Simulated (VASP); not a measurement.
# PtS2 (C2/m) in VASP: further runs, part 2 of 2

VASP 6.6.1. The steps go on from the part before.

## (3) Single point, PBE+U, collinear spin, ferromagnetic start

File INCAR:

```
SYSTEM = PtS2
PREC     = Accurate       ! precision mode
ENCUT    = 520            ! plane-wave cutoff, eV
EDIFF    = 1E-6           ! SCF threshold, eV
ISMEAR   = 0              ! smearing method
SIGMA    = 0.05           ! smearing width, eV
LREAL    = .False.        ! projectors in reciprocal space
LASPH    = .True.         ! aspherical terms in the spheres
NELM     = 100            ! most SCF steps
ALGO     = Normal         ! electronic algorithm
ISIF     = 2              ! what is computed and relaxed
LWAVE    = .False.        ! write WAVECAR
LCHARG   = .False.        ! write CHGCAR
ISPIN    = 2              ! spin polarisation
MAGMOM   = 0.5 0 0        ! initial moments
LORBIT   = 11             ! projections on sites
LMAXMIX  = 4              ! l up to which the mixer works
LDAU     = .True.         ! DFT+U
LDAUTYPE = 2            
LDAUL    = 2 -1           ! shell
LDAUU    = 2 0            ! U, eV
LDAUJ    = 0 0          
LDAUPRINT= 1            
GGA      = PE             ! functional
NBANDS   = 22             ! bands
```

File KPOINTS:

```
regular mesh
0
Gamma
  6 6 4
  0 0 0
```

File POSCAR:

```
PtS2
1.0
    3.1165126000     -1.9104842100      0.0000000000
    3.1165126000      1.9104842100      0.0000000000
   -0.0030682400      0.0000000000      4.3949362900
Pt S
1 2
Direct
    0.0000000000      0.0000000000      0.0000000000
    0.6879000000      0.6879000000      0.2889000000
    0.3121000000      0.3121000000      0.7111000000
```

Potentials or basis: VASP PAW PBE potentials, release 64 (Pt, S).

Command:

```console
> cat potpaw_PBE.64/Pt/POTCAR potpaw_PBE.64/S/POTCAR > POTCAR
> mpirun -np 1 vasp_std > vasp.out
```

Wall time 77 s (1 thread of Intel Xeon Platinum 8259CL at 2.50GHz (Skylake/Cascade Lake), shared host); peak memory 0.24 GiB.

Results (log left out):

| Item | Value |
| --- | --- |
| Free energy | -13.3898 eV |
| Pressure | -5.3 GPa |
| Largest force | 1.432 eV/Å |
| Band gap on the k mesh | none (metal or under the smearing width) |
| Net moment | 0.00 μB per cell |
| Valence electrons inside the program's atomic spheres | Pt 9.36; S 3.57 |

Forces on the atoms (eV/Å):
```
Pt   0.000  0.000  0.000
S   -0.950  0.000 -1.072
S    0.950  0.000  1.072
```

Stress tensor (GPa, compression positive):
```
 -0.81   0.00  -6.88
  0.00 -13.87   0.00
 -6.88   0.00  -1.07
```

Levels at points of the mesh, in eV from the Fermi level:
Spin up:
| k point | band 7 | band 8 | band 9 | band 10 | band 11 | band 12 | band 13 | band 14 | band 15 | band 16 |
| --- | --- | --- | --- | --- | --- | --- | --- | --- | --- | --- |
| (0.00, 0.00, 0.00) | -3.62 | -2.20 | -1.43 | -0.61 | 0.05 | 0.46 | 1.11 | 3.95 | 4.88 | 6.69 |
| (0.50, 0.00, 0.00) | -3.62 | -3.20 | -3.00 | -2.72 | -2.64 | 0.44 | 2.71 | 6.26 | 7.37 | 7.85 |
| (0.50, 0.50, 0.00) | -3.93 | -3.46 | -3.27 | -2.57 | -2.53 | 1.29 | 2.31 | 5.43 | 6.44 | 6.86 |
| (0.00, 0.00, 0.50) | -3.63 | -2.74 | -2.46 | -1.88 | -1.65 | 2.27 | 2.47 | 6.01 | 6.94 | 7.33 |
| (0.50, 0.00, 0.50) | -3.26 | -2.99 | -2.87 | -2.15 | -0.34 | 0.41 | 1.97 | 5.06 | 5.38 | 8.59 |
| (0.50, 0.50, 0.50) | -3.32 | -3.26 | -2.68 | -2.30 | -1.58 | -0.11 | 1.53 | 6.15 | 6.21 | 9.25 |
Spin down:
| k point | band 7 | band 8 | band 9 | band 10 | band 11 | band 12 | band 13 | band 14 | band 15 | band 16 |
| --- | --- | --- | --- | --- | --- | --- | --- | --- | --- | --- |
| (0.00, 0.00, 0.00) | -3.62 | -2.20 | -1.43 | -0.61 | 0.05 | 0.46 | 1.11 | 3.95 | 4.88 | 6.69 |
| (0.50, 0.00, 0.00) | -3.62 | -3.20 | -3.00 | -2.72 | -2.64 | 0.44 | 2.71 | 6.26 | 7.37 | 7.85 |
| (0.50, 0.50, 0.00) | -3.93 | -3.46 | -3.27 | -2.57 | -2.53 | 1.29 | 2.31 | 5.43 | 6.44 | 6.86 |
| (0.00, 0.00, 0.50) | -3.63 | -2.74 | -2.46 | -1.88 | -1.65 | 2.27 | 2.47 | 6.01 | 6.94 | 7.33 |
| (0.50, 0.00, 0.50) | -3.26 | -2.99 | -2.87 | -2.15 | -0.34 | 0.41 | 1.97 | 5.06 | 5.38 | 8.59 |
| (0.50, 0.50, 0.50) | -3.32 | -3.26 | -2.68 | -2.30 | -1.58 | -0.11 | 1.53 | 6.15 | 6.21 | 9.25 |

Eigenvalues of the final occupation matrices:
```csv
site,spin,trace,eigenvalues
site 1 d,1,4.08,0.66 0.70 0.90 0.90 0.91
site 1 d,2,4.08,0.66 0.70 0.90 0.90 0.91
```

Caveat: forces of over 1 eV/Å show positions far from the minimum, so gaps and moduli don't describe the material at rest.

## (4) Single point, PBE+U, collinear spin, zero start

File INCAR:

```
SYSTEM = PtS2
  PREC = Accurate
  ENCUT = 520
  EDIFF = 1E-7
  ISMEAR = 0
  SIGMA = 0.05
  LREAL = .FALSE.
  LASPH = .TRUE.
  NELM = 80
  ALGO = Normal
  ISIF = 2
  LWAVE = .FALSE.
  LCHARG = .FALSE.
  ISPIN = 2
  MAGMOM = 0 0 0
  LORBIT = 11
  LMAXMIX = 4
  LDAU = .TRUE.
  LDAUTYPE = 2
  LDAUL = 2 -1
  LDAUU = 2 0
  LDAUJ = 0 0
  LDAUPRINT = 1
  GGA = PE
```

File KPOINTS:

```
Automatic mesh
0
G
  6 6 4
  0 0 0
```

POSCAR is that of step 3.

Potentials or basis: VASP PAW PBE potentials, release 64 (Pt, S).

Command:

```console
> cat potpaw_PBE.64/Pt/POTCAR potpaw_PBE.64/S/POTCAR > POTCAR
> mpirun -np 1 vasp_std > vasp.out
```

OUTCAR:

```text
SYSTEM = PtS2
   PREC = Accurate
   ENCUT = 520
   EDIFF = 1E-7
   ISMEAR = 0
   LREAL = .FALSE.
   LASPH = .TRUE.
   NELM = 80
   ISIF = 2
   ISPIN = 2
   LORBIT = 11
   GGA = PE

 ion  position               nearest neighbor table
   1  0.000  0.000  0.000-   2 2.32   3 2.32   2 2.58   2 2.58   3 2.58   3 2.58
   2  0.688  0.688  0.289-   1 2.32   1 2.58   1 2.58   3 2.77   3 2.77
   3  0.312  0.312  0.711-   1 2.32   1 2.58   1 2.58   2 2.77   2 2.77

  LATTYP: Found a base centered monoclinic cell.
 ALAT       =     6.2330252000
 B/A-ratio  =     0.6130198896
 C/A-ratio  =     0.7051050204
[... 1129 lines left out ...]
  energy-cutoff  :      520.00
  volume of cell :       52.34
      direct lattice vectors                 reciprocal lattice vectors
     3.116512600 -1.910484210  0.000000000     0.160435738 -0.261713757  0.000112005
     3.116512600  1.910484210  0.000000000     0.160435738  0.261713757  0.000112005
    -0.003068240  0.000000000  4.394936290     0.000000000  0.000000000  0.227534584

 POSITION                                       TOTAL-FORCE (eV/Angst)
 -----------------------------------------------------------------------------------
      0.00000      0.00000      0.00000         0.000000      0.000000      0.000000
      4.28681      0.00000      1.26970        -0.949899     -0.000000     -1.071493
      1.94315      0.00000      3.12524         0.949899     -0.000000      1.071493
 -----------------------------------------------------------------------------------
    total drift:                               -0.000000     -0.000000      0.000000

  FREE ENERGIE OF THE ION-ELECTRON SYSTEM (eV)
  ---------------------------------------------------
  free  energy   TOTEN  =       -13.3898283928 eV

  energy  without entropy=      -13.3882165343  energy(sigma->0) =      -13.38902246

 total charge

# of ion       s       p       d       tot
------------------------------------------
    1        0.638   0.611   8.107   9.356
    2        1.379   2.192   0.000   3.572
    3        1.379   2.192   0.000   3.572
--------------------------------------------------
tot          3.397   4.995   8.107  16.499

 magnetization (x)

# of ion       s       p       d       tot
------------------------------------------
    1       -0.000  -0.000   0.000   0.000
    2        0.000  -0.000   0.000  -0.000
    3        0.000  -0.000   0.000  -0.000
--------------------------------------------------
tot          0.000  -0.000   0.000   0.000
```

OSZICAR:

```text
N       E                     dE             d eps       ncg     rms          rms(c)
DAV:   1     0.114923812467E+03    0.11492E+03   -0.10815E+04  2916   0.132E+03
DAV:   2    -0.922469173524E+01   -0.12415E+03   -0.12131E+03  3583   0.246E+02
DAV:   3    -0.139629515026E+02   -0.47383E+01   -0.46900E+01  3597   0.518E+01
DAV:   4    -0.140107798803E+02   -0.47828E-01   -0.47812E-01  3541   0.581E+00
DAV:   5    -0.140115382163E+02   -0.75834E-03   -0.75832E-03  3660   0.699E-01    0.168E+01
DAV:   6    -0.135940330579E+02    0.41751E+00   -0.54783E+00  2904   0.227E+01    0.109E+01
DAV:   7    -0.133921879899E+02    0.20185E+00   -0.11924E+00  2841   0.116E+01    0.510E+00
DAV:   8    -0.133916035115E+02    0.58448E-03   -0.77641E-02  3282   0.246E+00    0.113E+00
DAV:   9    -0.133894382088E+02    0.21653E-02   -0.15447E-02  3296   0.127E+00    0.286E-01
DAV:  10    -0.133898193043E+02   -0.38110E-03   -0.26465E-03  3275   0.393E-01    0.126E-01
DAV:  11    -0.133898283652E+02   -0.90608E-05   -0.12083E-04  3702   0.101E-01    0.700E-02
DAV:  12    -0.133898262267E+02    0.21385E-05   -0.94370E-06  3345   0.294E-02    0.428E-02
DAV:  13    -0.133898280816E+02   -0.18549E-05   -0.12556E-05  3072   0.282E-02    0.102E-02
DAV:  14    -0.133898283529E+02   -0.27130E-06   -0.82005E-07  3576   0.783E-03    0.162E-03
DAV:  15    -0.133898283928E+02   -0.39906E-07   -0.15006E-07  2187   0.387E-03
   1 F= -.13389828E+02 E0= -.13389022E+02  d E =-.161186E-02  mag=    -0.0000
```

stdout:

```text
POSCAR found type information on POSCAR PtS
 POSCAR found :  2 types and       3 ions
 scaLAPACK will be used
 LDA part: xc-table for (Slater+PW92), standard interpolation
 POSCAR, INCAR and KPOINTS ok, starting setup
 FFT: planning ... GRIDC
 FFT: planning ... GRID_SOFT
 FFT: planning ... GRID
 WAVECAR not read
 entering main loop
```

Wall time 61 s (1 thread of Intel Xeon Platinum 8259CL at 2.50GHz (Skylake/Cascade Lake), shared host); peak memory 0.23 GiB.

Results:

```
Free energy                                           : -13.3898 eV
Pressure                                              : -5.3 GPa
Largest force                                         : 1.432 eV/Å
Band gap on the k mesh                                : none (metal or under the smearing width)
Net moment                                            : 0.00 μB per cell
Valence electrons inside the program's atomic spheres : Pt 9.36; S 3.57
```

Forces on the atoms (eV/Å):
```
Pt   0.000  0.000  0.000
S   -0.950  0.000 -1.071
S    0.950  0.000  1.071
```

Eigenvalues of the final occupation matrices:
| site | spin | trace | eigenvalues |
| --- | --- | --- | --- |
| site 1 d | 1 | 4.08 | 0.66 0.70 0.90 0.90 0.91 |
| site 1 d | 2 | 4.08 | 0.66 0.70 0.90 0.90 0.91 |

Caveat: forces of over 1 eV/Å show positions far from the minimum, so gaps and moduli don't describe the material at rest. The run has no spin-orbit coupling, so splittings on Pt are missing.
